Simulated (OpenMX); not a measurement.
# SrO (Fm-3m) in OpenMX: a series of runs, part 2 of 2

OpenMX 3.8.5. The steps go on from the part before.

### 3 Single point, LDA, 16.90 Å³/atom

SrO.dat

```
System.CurrrentDirectory             ./
System.Name                          SrO
DATA.PATH                            ./DFT_DATA13
level.of.stdout                      1
level.of.fileout                     0
Species.Number                       2
<Definition.of.Atomic.Species
  Sr  Sr10.0-s3p2d2          Sr_CA13
  O   O6.0-s2p2d1            O_CA13
Definition.of.Atomic.Species>

Atoms.Number                         2
Atoms.SpeciesAndCoordinates.Unit     FRAC
<Atoms.SpeciesAndCoordinates
    1  Sr    0.5000000000    0.5000000000    0.5000000000   5.000  5.000
    2  O     0.0000000000    0.0000000000    0.0000000000   3.000  3.000
Atoms.SpeciesAndCoordinates>

Atoms.UnitVectors.Unit               Ang
<Atoms.UnitVectors
     0.0000000000    2.5663000000    2.5663000000
     2.5663000000    0.0000000000    2.5663000000
     2.5663000000    2.5663000000    0.0000000000
Atoms.UnitVectors>

scf.XcType                           LDA
scf.SpinPolarization                 off
scf.ElectronicTemperature            580.226
scf.energycutoff                     400.0
scf.maxIter                          100
scf.EigenvalueSolver                 band
scf.Kgrid                            9 9 9
scf.Mixing.Type                      rmm-diisk
scf.Init.Mixing.Weight               0.05
scf.Min.Mixing.Weight                0.001
scf.Max.Mixing.Weight                0.3
scf.Mixing.History                   25
scf.Mixing.StartPulay                8
scf.criterion                        1.0e-8
MD.Type                              nomd
```

Potentials or basis: OpenMX 2013 LDA set, Sr10.0-s3p2d2, O6.0-s2p2d1, fixed grid of 36 × 36 × 36 points.

Command:

```bash
$ openmx SrO.dat -nt 1 > SrO.std
```

Wall time 7.4 min (1 thread of Intel Xeon Platinum 8259CL at 2.50GHz (Skylake/Cascade Lake), shared host); peak memory 1.3 GiB.

It converged, with:

- Free energy: -1348.1905 eV
- Band gap on the k mesh: 2.79 eV, indirect (least direct gap 3.02 eV)
- Mulliken charges: Sr +0.55; O -0.55 e

Caveat: Mulliken charges move with the basis; an odd mesh through Γ misses points on the zone boundary, where band edges often lie; the basis of atomic orbitals isn't converged, which shifts pressures, moduli and gaps.

### 4 Single point, LDA, 16.56 Å³/atom (volume scaled by 0.98)

Changes to SrO.dat since step 3:

```diff
@@ -20,5 +20,5 @@
 <Atoms.UnitVectors
-     0.0000000000    2.5663000000    2.5663000000
-     2.5663000000    0.0000000000    2.5663000000
-     2.5663000000    2.5663000000    0.0000000000
+     0.0000000000    2.5490759911    2.5490759911
+     2.5490759911    0.0000000000    2.5490759911
+     2.5490759911    2.5490759911    0.0000000000
 Atoms.UnitVectors>
@@ -28,3 +28,2 @@
 scf.ElectronicTemperature            580.226
-scf.energycutoff                     400.0
 scf.maxIter                          100
@@ -40 +39,3 @@
 MD.Type                              nomd
+scf.Ngrid                            36 36 36
+scf.energycutoff                     400.0
```

Command:

```bash
$ openmx SrO.dat -nt 1 > SrO.std
```

It took 8.1 min on 1 thread of Intel Xeon Platinum 8259CL at 2.50GHz (Skylake/Cascade Lake), shared host; peak memory 1.3 GiB.

Results (log left out):

- Free energy: -1348.2034 eV
- Band gap on the k mesh: 2.75 eV, indirect (least direct gap 2.99 eV)
- Mulliken charges: Sr +0.55; O -0.55 e

Caveat: Mulliken charges move with the basis; an odd mesh through Γ misses points on the zone boundary, where band edges often lie; the basis of atomic orbitals isn't converged, which shifts pressures, moduli and gaps.

### 5 Single point, LDA, 17.24 Å³/atom (volume scaled by 1.02)

Changes to SrO.dat since step 4:

```diff
@@ -20,5 +20,5 @@
 <Atoms.UnitVectors
-     0.0000000000    2.5490759911    2.5490759911
-     2.5490759911    0.0000000000    2.5490759911
-     2.5490759911    2.5490759911    0.0000000000
+     0.0000000000    2.5832958595    2.5832958595
+     2.5832958595    0.0000000000    2.5832958595
+     2.5832958595    2.5832958595    0.0000000000
 Atoms.UnitVectors>
```

Command:

```bash
$ openmx SrO.dat -nt 1 > SrO.std
```

It took 7.2 min on 1 thread of Intel Xeon Platinum 8259CL at 2.50GHz (Skylake/Cascade Lake), shared host; peak memory 1.2 GiB.

The run converged. Its results:

```yaml
Free_energy: -1348.1700 eV
Band_gap_on_the_k_mesh: 2.82 eV, indirect (least direct gap 3.05 eV)
Mulliken_charges: Sr +0.56; O -0.56 e
```

Caveat: Mulliken charges move with the basis; an odd mesh through Γ misses points on the zone boundary, where band edges often lie; the basis of atomic orbitals isn't converged, which shifts pressures, moduli and gaps.

### 6 Single point, LDA, 16.23 Å³/atom (volume scaled by 0.96)

Changes to SrO.dat since step 5:

```diff
@@ -20,5 +20,5 @@
 <Atoms.UnitVectors
-     0.0000000000    2.5832958595    2.5832958595
-     2.5832958595    0.0000000000    2.5832958595
-     2.5832958595    2.5832958595    0.0000000000
+     0.0000000000    2.5316160185    2.5316160185
+     2.5316160185    0.0000000000    2.5316160185
+     2.5316160185    2.5316160185    0.0000000000
 Atoms.UnitVectors>
```

Potentials or basis: OpenMX 2013 LDA set, Sr10.0-s3p2d2, O6.0-s2p2d1, fixed grid of 36 × 36 × 36 points.

Command:

```bash
$ openmx SrO.dat -nt 1 > SrO.std
```

Wall time 8.3 min (1 thread of Intel Xeon Platinum 8259CL at 2.50GHz (Skylake/Cascade Lake), shared host); peak memory 1.3 GiB.

The run converged. Its results:

```yaml
Free_energy: -1348.2079 eV
Band_gap_on_the_k_mesh: 2.72 eV, indirect (least direct gap 2.95 eV)
Mulliken_charges: Sr +0.55; O -0.55 e
```

Caveat: Mulliken charges move with the basis; an odd mesh through Γ misses points on the zone boundary, where band edges often lie; the basis of atomic orbitals isn't converged, which shifts pressures, moduli and gaps.

### 7 Single point, LDA, 17.58 Å³/atom (volume scaled by 1.04)

Changes to SrO.dat since step 6:

```diff
@@ -20,5 +20,5 @@
 <Atoms.UnitVectors
-     0.0000000000    2.5316160185    2.5316160185
-     2.5316160185    0.0000000000    2.5316160185
-     2.5316160185    2.5316160185    0.0000000000
+     0.0000000000    2.6000709780    2.6000709780
+     2.6000709780    0.0000000000    2.6000709780
+     2.6000709780    2.6000709780    0.0000000000
 Atoms.UnitVectors>
```

Command:

```bash
$ openmx SrO.dat -nt 1 > SrO.std
```

Run time: 7.2 min. Hardware: 1 thread of Intel Xeon Platinum 8259CL at 2.50GHz (Skylake/Cascade Lake), shared host; peak memory 1.2 GiB.

It converged, with:

| Property | Result |
| --- | --- |
| Free energy | -1348.1430 eV |
| Band gap on the k mesh | 2.85 eV, indirect (least direct gap 3.08 eV) |
| Mulliken charges | Sr +0.56; O -0.56 e |

Caveat: Mulliken charges move with the basis; an odd mesh through Γ misses points on the zone boundary, where band edges often lie; the basis of atomic orbitals isn't converged, which shifts pressures, moduli and gaps.

### 8 Single point, LDA, 15.89 Å³/atom (volume scaled by 0.94)

Changes to SrO.dat since step 7:

```diff
@@ -20,5 +20,5 @@
 <Atoms.UnitVectors
-     0.0000000000    2.6000709780    2.6000709780
-     2.6000709780    0.0000000000    2.6000709780
-     2.6000709780    2.6000709780    0.0000000000
+     0.0000000000    2.5139118308    2.5139118308
+     2.5139118308    0.0000000000    2.5139118308
+     2.5139118308    2.5139118308    0.0000000000
 Atoms.UnitVectors>
```

Command:

```bash
$ openmx SrO.dat -nt 1 > SrO.std
```

Wall time 8.6 min (1 thread of Intel Xeon Platinum 8259CL at 2.50GHz (Skylake/Cascade Lake), shared host); peak memory 1.4 GiB.

The run converged. Its results:

| Quantity | Value |
| --- | --- |
| Free energy | -1348.2032 eV |
| Band gap on the k mesh | 2.67 eV, indirect (least direct gap 2.90 eV) |
| Mulliken charges | Sr +0.55; O -0.55 e |

Caveat: Mulliken charges move with the basis; an odd mesh through Γ misses points on the zone boundary, where band edges often lie; the basis of atomic orbitals isn't converged, which shifts pressures, moduli and gaps.

### 9 Single point, LDA, 17.92 Å³/atom (volume scaled by 1.06)

Changes to SrO.dat since step 8:

```diff
@@ -20,5 +20,5 @@
 <Atoms.UnitVectors
-     0.0000000000    2.5139118308    2.5139118308
-     2.5139118308    0.0000000000    2.5139118308
-     2.5139118308    2.5139118308    0.0000000000
+     0.0000000000    2.6166323862    2.6166323862
+     2.6166323862    0.0000000000    2.6166323862
+     2.6166323862    2.6166323862    0.0000000000
 Atoms.UnitVectors>
```

Potentials or basis: OpenMX 2013 LDA set, Sr10.0-s3p2d2, O6.0-s2p2d1, fixed grid of 36 × 36 × 36 points.

Command:

```bash
$ openmx SrO.dat -nt 1 > SrO.std
```

Wall time 7.1 min (1 thread of Intel Xeon Platinum 8259CL at 2.50GHz (Skylake/Cascade Lake), shared host); peak memory 1.2 GiB.

Results (log left out):

| Property | Result |
| --- | --- |
| Free energy | -1348.1102 eV |
| Band gap on the k mesh | 2.87 eV, indirect (least direct gap 3.10 eV) |
| Mulliken charges | Sr +0.56; O -0.56 e |

Caveat: Mulliken charges move with the basis; an odd mesh through Γ misses points on the zone boundary, where band edges often lie; the basis of atomic orbitals isn't converged, which shifts pressures, moduli and gaps.

### 10 Equation of state, LDA

Potentials or basis: OpenMX 2013 LDA set, Sr10.0-s3p2d2, O6.0-s2p2d1, fixed grid of 36 × 36 × 36 points.

No new run: the results of the series are fitted here.

Results:

| Item | Value |
| --- | --- |
| Equilibrium volume | 16.22 Å³/atom |
| Bulk modulus | 107 GPa |
| Pressure derivative of the bulk modulus | 4.6 (rough: it moves with the points fitted) |

Energy against volume, from the lowest point:
| volume (Å³/atom) | energy (meV/atom) |
| --- | --- |
| 15.887 | 2.36 |
| 16.225 | 0.00 |
| 16.563 | 2.27 |
| 16.901 | 8.70 |
| 17.239 | 18.94 |
| 17.577 | 32.42 |
| 17.915 | 48.84 |

Caveat: volumes in these bases differ from converged ones by about 1 %, for some elements by several; the basis of atomic orbitals isn't converged, which shifts pressures, moduli and gaps. LDA usually gives volumes a few per cent too small.
